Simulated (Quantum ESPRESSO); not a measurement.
**Magnetic state of MnS (Browneite) from several starts**

Does MnS (Browneite) prefer parallel or opposed moments, or none?

Method: PBE; plane waves with GBRV 1.5 PBE potentials, no spin-orbit coupling, in Quantum ESPRESSO 7.5.

This is a report of a sequence of runs, with most program output left out.

## 1. Set-up

It takes space group F-43m (No. 216, cubic). The conventional cell has a = 5.600 Å, b = 5.600 Å, c = 5.600 Å, α = 90.00°, β = 90.00°, γ = 90.00°. Nearest to Mn lie 4 S at 2.42 Å. Nearest to S lie 4 Mn at 2.42 Å. Farther neighbours and most contacts between anions are not listed.

The cell comes from the Crystallography Open Database.

## 2. Start 1: ferro +

The signs are those of the starting moments on the seeded atoms, the atoms that are given a moment.

ASE passes magmoms on as starting_magnetization. pw.x reads values of 1 or more as Bohr magnetons; where all are smaller, it reads them as fractions of the valence charge.

pw.py

```python
from ase import Atoms
from ase.calculators.espresso import Espresso, EspressoProfile

atoms = Atoms(['Mn', 'S'],
    cell=[[0.0, 2.8, 2.8],
         [2.8, 0.0, 2.8],
         [2.8, 2.8, 0.0]],
    scaled_positions=[[0.0, 0.0, 0.0],
         [0.25, 0.25, 0.25]],
    pbc=True,
    magmoms=[4.5, 0.0])
input_data = {
    'control': {'calculation': 'scf', 'prefix': 'pwscf', 'outdir': './tmp', 'disk_io': 'nowf'},
    'system': {'ecutwfc': 40.0, 'ecutrho': 280.0, 'nbnd': 19, 'occupations': 'smearing', 'smearing': 'fd', 'degauss': 0.00734986, 'nspin': 2},
    'electrons': {'conv_thr': 4e-09, 'electron_maxstep': 150, 'mixing_beta': 0.3},
}
atoms.calc = Espresso(
    profile=EspressoProfile(command='mpirun -n 2 pw.x -nk 2', pseudo_dir='pseudo'),
    pseudopotentials={'Mn': 'mn_pbe_v1.5.uspp.F.UPF', 'S': 's_pbe_v1.4.uspp.F.UPF'},
    input_data=input_data,
    kpts=(6, 6, 6),
    koffset=(0, 0, 0))
atoms.get_potential_energy()
energy = atoms.calc.results['free_energy']
print(f'free energy: {energy:.6f} eV')
print('site moments (muB):', atoms.get_magnetic_moments().round(3))
```

espresso.pwi

```
&CONTROL
   calculation      = 'scf'
   outdir           = './tmp'
   prefix           = 'pwscf'
   disk_io          = 'nowf'
   pseudo_dir       = 'pseudo'
/
&SYSTEM
   nbnd             = 19
   ecutwfc          = 40.0
   ecutrho          = 280.0
   occupations      = 'smearing'
   degauss          = 0.00734986
   smearing         = 'fd'
   nspin            = 2
   starting_magnetization(1) = 4.5
   starting_magnetization(2) = 0.0
   ntyp             = 2
   nat              = 2
   ibrav            = 0
/
&ELECTRONS
   electron_maxstep = 150
   conv_thr         = 4e-09
   mixing_beta      = 0.3
/
&IONS
/
&CELL
/
&FCP
/
&RISM
/
ATOMIC_SPECIES
Mn  54.938044 mn_pbe_v1.5.uspp.F.UPF
S  32.06 s_pbe_v1.4.uspp.F.UPF

K_POINTS automatic
6 6 6  0 0 0

CELL_PARAMETERS angstrom
0.00000000000000 2.80000000000000 2.80000000000000
2.80000000000000 0.00000000000000 2.80000000000000
2.80000000000000 2.80000000000000 0.00000000000000

ATOMIC_POSITIONS angstrom
Mn  0.0000000000 0.0000000000 0.0000000000  
S  1.4000000000 1.4000000000 1.4000000000
```

On the command line:

```
OMP_NUM_THREADS=1 python3 pw.py > pw.log
```

The job ended after 16 s (2 MPI ranks of Intel Xeon Platinum 8175M at 2.50GHz (Skylake/Cascade Lake), shared host; peak memory 0.3 GiB).

Spin moment in the atom's sphere by atom:

```
atom  spin moment in the atom's sphere (μB)
 Mn1                                   4.14
  S2                                   0.11
```

This step gave:

| Property | Result |
| --- | --- |
| smearing term TS | 0.02638 eV |
| magnetization | 4.867 μB |
| absolute magnetization | 4.867 μB |
| final state | ferromagnetic |

## 3. Run 2 (antiferro q=(0,1/2,1/2) +−)

The cell is doubled to 4 atoms to hold this order. The wavevector q is in fractions of the reciprocal vectors of the crystal's primitive cell, as the cells of these inputs are built from it; moments change sign between cells as cos(2π q·R).

pw.py

```python
from ase import Atoms
from ase.calculators.espresso import Espresso, EspressoProfile

atoms = Atoms(['Mn', 'Mn', 'S', 'S'],
    cell=[[0.0, 2.8, 2.8],
         [5.6, 0.0, 5.6],
         [5.6, 2.8, 2.8]],
    scaled_positions=[[0.0, 0.0, 0.0],
         [0.0, 0.5, 0.0],
         [0.25, 0.0, 0.25],
         [0.25, 0.5, 0.25]],
    pbc=True,
    magmoms=[4.5, -4.5, 0.0, 0.0])
input_data = {
    'control': {'calculation': 'scf', 'prefix': 'pwscf', 'outdir': './tmp', 'disk_io': 'nowf'},
    'system': {'ecutwfc': 40.0, 'ecutrho': 280.0, 'nbnd': 30, 'occupations': 'smearing', 'smearing': 'fd', 'degauss': 0.00734986, 'nspin': 2},
    'electrons': {'conv_thr': 8e-09, 'electron_maxstep': 150, 'mixing_beta': 0.3},
}
atoms.calc = Espresso(
    profile=EspressoProfile(command='mpirun -n 2 pw.x -nk 2', pseudo_dir='pseudo'),
    pseudopotentials={'Mn': 'mn_pbe_v1.5.uspp.F.UPF', 'S': 's_pbe_v1.4.uspp.F.UPF'},
    input_data=input_data,
    kpts=(6, 3, 6),
    koffset=(0, 0, 0))
atoms.get_potential_energy()
energy = atoms.calc.results['free_energy']
print(f'free energy: {energy:.6f} eV')
print('site moments (muB):', atoms.get_magnetic_moments().round(3))
```

espresso.pwi

```
&CONTROL
   calculation      = 'scf'
   outdir           = './tmp'
   prefix           = 'pwscf'
   disk_io          = 'nowf'
   pseudo_dir       = 'pseudo'
/
&SYSTEM
   nbnd             = 30
   ecutwfc          = 40.0
   ecutrho          = 280.0
   occupations      = 'smearing'
   degauss          = 0.00734986
   smearing         = 'fd'
   nspin            = 2
   starting_magnetization(1) = 4.5
   starting_magnetization(2) = -4.5
   starting_magnetization(3) = 0.0
   ntyp             = 3
   nat              = 4
   ibrav            = 0
/
&ELECTRONS
   electron_maxstep = 150
   conv_thr         = 8e-09
   mixing_beta      = 0.3
/
&IONS
/
&CELL
/
&FCP
/
&RISM
/
ATOMIC_SPECIES
Mn  54.938044 mn_pbe_v1.5.uspp.F.UPF
Mn1 54.938044 mn_pbe_v1.5.uspp.F.UPF
S  32.06 s_pbe_v1.4.uspp.F.UPF

K_POINTS automatic
6 3 6  0 0 0

CELL_PARAMETERS angstrom
0.00000000000000 2.80000000000000 2.80000000000000
5.60000000000000 0.00000000000000 5.60000000000000
5.60000000000000 2.80000000000000 2.80000000000000

ATOMIC_POSITIONS angstrom
Mn  0.0000000000 0.0000000000 0.0000000000  
Mn1 2.8000000000 0.0000000000 2.8000000000  
S  1.4000000000 1.4000000000 1.4000000000  
S  4.2000000000 1.4000000000 4.2000000000
```

On the command line:

```
OMP_NUM_THREADS=1 python3 pw.py > pw.log
```

Elapsed: 1.8 min, on 2 MPI ranks; peak memory 0.45 GiB; 3.6 min of CPU time.

Spin moment in the atom's sphere by atom:

```
atom  spin moment in the atom's sphere (μB)
 Mn1                                   3.99
 Mn2                                  -3.99
  S3                                   0.00
  S4                                   0.00
```

Read from the output:

```yaml
smearing_term_ts: 4.67e-4 eV
magnetization: 0 μB
absolute_magnetization: 9.012 μB
final_state: antiferromagnetic
```

## 4. Run 3, typed as antiferro q=(0,0,1/2) +−

The cell is doubled to 4 atoms to hold this order.

pw.py: that of step 3 with these lines changed.

```diff
@@ -5,8 +5,8 @@
     cell=[[0.0, 2.8, 2.8],
-         [5.6, 0.0, 5.6],
-         [5.6, 2.8, 2.8]],
+         [2.8, 0.0, 2.8],
+         [5.6, 5.6, 0.0]],
     scaled_positions=[[0.0, 0.0, 0.0],
-         [0.0, 0.5, 0.0],
-         [0.25, 0.0, 0.25],
-         [0.25, 0.5, 0.25]],
+         [0.0, 0.0, 0.5],
+         [0.25, 0.25, 0.125],
+         [0.25, 0.25, 0.625]],
     pbc=True,
@@ -22,3 +22,3 @@
     input_data=input_data,
-    kpts=(6, 3, 6),
+    kpts=(6, 6, 3),
     koffset=(0, 0, 0))
```

On the command line:

```
OMP_NUM_THREADS=1 python3 pw.py > pw.log
```

The job ended after 58 s (2 MPI ranks; peak memory 0.41 GiB; 1.9 min of CPU time).

Spin moment in the atom's sphere by atom:

```
atom  spin moment in the atom's sphere (μB)
 Mn1                                   4.03
 Mn2                                  -4.03
  S3                                   0.06
  S4                                  -0.06
```

Numbers from this step:

| Item | Value |
| --- | --- |
| smearing term TS | 0.003618 eV |
| magnetization | 0 μB |
| absolute magnetization | 9.17 μB |
| final state | antiferromagnetic |

## 5. Start 4: no spin polarisation

pw.py

```python
from ase import Atoms
from ase.calculators.espresso import Espresso, EspressoProfile

atoms = Atoms(['Mn', 'S'],
    cell=[[0.0, 2.8, 2.8],
         [2.8, 0.0, 2.8],
         [2.8, 2.8, 0.0]],
    scaled_positions=[[0.0, 0.0, 0.0],
         [0.25, 0.25, 0.25]],
    pbc=True)
input_data = {
    'control': {'calculation': 'scf', 'prefix': 'pwscf', 'outdir': './tmp', 'disk_io': 'nowf'},
    'system': {'ecutwfc': 40.0, 'ecutrho': 280.0, 'nbnd': 17, 'occupations': 'smearing', 'smearing': 'fd', 'degauss': 0.00734986},
    'electrons': {'conv_thr': 4e-09, 'electron_maxstep': 150, 'mixing_beta': 0.3},
}
atoms.calc = Espresso(
    profile=EspressoProfile(command='mpirun -n 2 pw.x -nk 2', pseudo_dir='pseudo'),
    pseudopotentials={'Mn': 'mn_pbe_v1.5.uspp.F.UPF', 'S': 's_pbe_v1.4.uspp.F.UPF'},
    input_data=input_data,
    kpts=(6, 6, 6),
    koffset=(0, 0, 0))
atoms.get_potential_energy()
energy = atoms.calc.results['free_energy']
print(f'free energy: {energy:.6f} eV')
```

On the command line:

```
OMP_NUM_THREADS=1 python3 pw.py > pw.log
```

Run time: 12 s. Hardware: 2 MPI ranks; peak memory 0.28 GiB; 21 s of CPU time.

This step gave:

| Property | Result |
| --- | --- |
| smearing term TS | 0.1304 eV |
| final state | non-magnetic (no spin polarisation) |

## 6. An input with a fault

One input was spoiled on purpose, to see how the program answers.

pw.in

```
&CONTROL
  calculation = 'scf'
  prefix = 'pwscf'
  outdir = './tmp'
  pseudo_dir = './pseudo'
  disk_io = 'nowf'
/
&SYSTEM
  ibrav = 0
  nat = 2
  ntyp = 2
  ecutwfc = 40
  ecutrho = 280
  nbnd = 19
  occupations = 'smearing'
  smearing = 'fd'
  degauss = 0.00734986
  nspin = 2
  starting_magnetization(1) = 0.3
  starting_magnetization(2) = 0
&ELECTRONS
  conv_thr = 4d-09
  electron_maxstep = 75
  mixing_beta = 0.3
/
ATOMIC_SPECIES
Mn     54.9380 mn_pbe_v1.5.uspp.F.UPF
S      32.0600 s_pbe_v1.4.uspp.F.UPF
CELL_PARAMETERS angstrom
   0.0000000000    2.8000000000    2.8000000000
   2.8000000000    0.0000000000    2.8000000000
   2.8000000000    2.8000000000    0.0000000000
ATOMIC_POSITIONS crystal
Mn      0.0000000000    0.0000000000    0.0000000000
S       0.2500000000    0.2500000000    0.2500000000
K_POINTS automatic
6 6 6 0 0 0
```

On the command line:

```
OMP_NUM_THREADS=1 mpirun -n 2 pw.x -nk 2 -in pw.in > pw.out
```

Elapsed: 0.79 s, on 2 MPI ranks; peak memory 0.05 GiB.

The input was rejected at the start.

The program's message: “read_namelists (1): bad line in namelist &system: "&ELECTRONS" (error could be in the previous line)”

The fault put into the input: a namelist without its slash.

## 7. Ranking

An order is kept where moments of 0.15 μB or more survive with the typed signs; meshes match where a doubled cell samples the same k points as the first cell.

Orders:

```
                     start        final state  typed order kept  energy over the lowest (meV a seeded atom)  largest site moment (μB)  net moment (μB a cell of the first run)  mesh matched  CPU time (s)
                   ferro +      ferromagnetic               yes                                       279.3                     4.136                                    4.867           yes         30.28
antiferro q=(0,1/2,1/2) +-  antiferromagnetic               yes                                           0                     3.986                                        0           yes         214.7
  antiferro q=(0,0,1/2) +-  antiferromagnetic               yes                                       63.98                     4.027                                        0           yes         114.8
      no spin polarisation       non-magnetic                 -                                        1866                         0                                        0           yes         21.47
```

## 8. Couplings from the energies

E = −Σ J e·e over ordered pairs of unit vectors, so each pair counts twice. As many shells are taken as there are differences of energy, so the couplings are solved for and no residual tests the model; further shells are folded in, and shells whose pairs keep their relative signs in all orders cancel and are not probed. Couplings from the energies:

```
 pair  distance (Å)  neighbours an atom  J (meV)
Mn-Mn          3.96                  12   -17.46
Mn-Mn           5.6                   6  -0.4874
```

## 9. Summary of results

```yaml
lowest_state_found: antiferromagnetic (from antiferro q=(0,1/2,1/2) +-)
largest_site_moment: 3.99 μB
next_state_with_moments: antiferromagnetic, 64.0 meV a seeded atom higher
state_without_moments: 1866 meV a seeded atom higher
j_of_the_weightiest_shell: -17.5 meV
```

In words: Forming the moments gains more than four times the spread of the orders, as local moments do. The largest moment changes by 3.6 % between the kept orders, as for well localised moments. Only these 4 starts were compared; other wavevectors, canted and longer-period orders were not. Energies are free energies at an electronic temperature of 1160 K, which lowers moments and differences where the moments are itinerant. No Hubbard term acts here. In such compounds local and semilocal functionals without one often delocalise the d electrons, and can shrink or lose moments and miss the size, sign and order of the couplings.

[Logs and program files are shortened in this print: banners, set-up blocks, solver, clock and traceback lines can be left out without a mark of their own.]

[Logs are printed without paths, hosts, clocks, repeated set-up lines and the standing remarks that a program may print on its own settings, such as how far it seeks lower states.]

[Hosts, paths, dates, database ids (printed as entryN), source tags and the programs' standing remarks are cut or masked in the printed files.]

[Where a cell is said to come from a database of computed structures, the database is the Materials Project.]
